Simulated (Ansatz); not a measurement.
The cell is an ordered 8-atom cell of AgGaS2 on the zincblende lattice (I-42d); cell and atoms were relaxed with r2SCAN. The symmetry is I-42d (No. 122, tetragonal); conventional cell a = 5.756 Å, c = 10.393 Å, 21.52 Å³ an atom. Around Ag lie 4 S at 2.56 Å; around S lie 2 Ga at 2.29 Å and 2 Ag at 2.56 Å; around Ga lie 4 S at 2.29 Å.

```yaml
crystal:
  lattice:
    - [-2.87784, 2.87784, 5.19660]
    - [2.87784, -2.87784, 5.19660]
    - [2.87784, 2.87784, -5.19660]
  atoms:
    - { symbol: Ag, position: [0.00000, 0.00000, 0.00000] }
    - { symbol: S, position: [0.37500, 0.41431, 0.53931] }
    - { symbol: Ag, position: [0.75000, 0.25000, 0.50000] }
    - { symbol: S, position: [0.16431, 0.62500, 0.03931] }
    - { symbol: Ga, position: [0.50000, 0.50000, 0.00000] }
    - { symbol: S, position: [0.87500, 0.83569, 0.46069] }
    - { symbol: Ga, position: [0.25000, 0.75000, 0.50000] }
    - { symbol: S, position: [0.58569, 0.12500, 0.96069] }
```

4 runs of Ansatz on this cell differ in the functional (and in the settings that go with it). Levels are in eV from each run's valence top; v1 is the last filled band, c1 the first empty one.

Run A, mean stress +6.9 GPa (compression positive):

| point | v4 | v3 | v2 | v1 | c1 | c2 |
| --- | --- | --- | --- | --- | --- | --- |
| Γ | -2.36 | -0.24 | -0.24 | 0.00 | 9.08 | 10.02 |
| X | -1.00 | -1.00 | -0.69 | -0.69 | 10.41 | 10.41 |
| P | -1.15 | -1.15 | -0.84 | -0.84 | 10.75 | 10.75 |
| N | -1.79 | -1.73 | -0.85 | -0.48 | 11.31 | 11.39 |

Run B, mean stress +2.0 GPa (compression positive):

| point | v4 | v3 | v2 | v1 | c1 | c2 |
| --- | --- | --- | --- | --- | --- | --- |
| Γ | -1.62 | -0.28 | -0.28 | 0.00 | 1.09 | 2.82 |
| X | -0.75 | -0.75 | -0.46 | -0.46 | 2.37 | 2.37 |
| P | -0.87 | -0.87 | -0.59 | -0.59 | 2.69 | 2.69 |
| N | -1.47 | -1.39 | -0.65 | -0.29 | 2.91 | 3.36 |

Run C, mean stress +0.5 GPa (compression positive):

| point | v4 | v3 | v2 | v1 | c1 | c2 |
| --- | --- | --- | --- | --- | --- | --- |
| Γ | -1.93 | -0.27 | -0.27 | 0.00 | 2.91 | 4.49 |
| X | -0.84 | -0.84 | -0.54 | -0.54 | 4.24 | 4.24 |
| P | -0.97 | -0.97 | -0.68 | -0.68 | 4.57 | 4.57 |
| N | -1.58 | -1.56 | -0.73 | -0.36 | 4.87 | 5.27 |

Run D, mean stress -3.9 GPa (compression positive):

| point | v4 | v3 | v2 | v1 | c1 | c2 |
| --- | --- | --- | --- | --- | --- | --- |
| Γ | -1.68 | -0.28 | -0.28 | 0.00 | 0.87 | 2.64 |
| X | -0.77 | -0.77 | -0.48 | -0.48 | 2.19 | 2.19 |
| P | -0.89 | -0.89 | -0.62 | -0.62 | 2.55 | 2.55 |
| N | -1.49 | -1.43 | -0.68 | -0.31 | 2.78 | 3.23 |

Question: Match the runs to LDA, PBE, PBE0, Hartree-Fock.

Answer: A is Hartree-Fock, B is PBE, C is PBE0, D is LDA. In order of the gap: LDA 0.87, PBE 1.09, PBE0 2.91, Hartree-Fock 9.08 eV.

No spin polarisation and no zero-point or thermal motion; the cell was built from a prototype and may be hypothetical.

Spin-orbit coupling is left out.

The program warns that its thresholds are loose for a hybrid's stress.

The meshes of the hybrids are coarse, so their gaps aren't converged to the digits shown.
